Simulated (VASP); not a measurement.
Here is a VASP 6.6.1 calculation.

INCAR

```
SYSTEM = Mo
PREC = Accurate
ENCUT = 520
EDIFF = 1E-6
ISMEAR = -1
SIGMA = 0.1
LREAL = .FALSE.
LASPH = .TRUE.
NELM = 80
ALGO = Normal
ISIF = 2
LWAVE = .FALSE.
LCHARG = .TRUE.
GGA = PE
LELF = .TRUE.
LVHAR = .TRUE.
```

File KPOINTS:

```
Automatic mesh
0
G
  36 36 36
  0 0 0
```

Contents of POSCAR:

```
Mo
1.0
   -1.5735000000      1.5735000000      1.5735000000
    1.5735000000     -1.5735000000      1.5735000000
    1.5735000000      1.5735000000     -1.5735000000
Mo
1
Direct
    0.0000000000      0.0000000000      0.0000000000
```

Potentials or basis: VASP PAW PBE potentials, release 64 (Mo_sv).

Launch:

```bash
$ cat potpaw_PBE.64/Mo_sv/POTCAR > POTCAR
$ mpirun -np 1 vasp_std > vasp.out
```

Task: What does it give for the pressure?

Result: 4.1 GPa.

Task: Estimate the band gap on the k mesh.

Result: None (metal or under the smearing width).
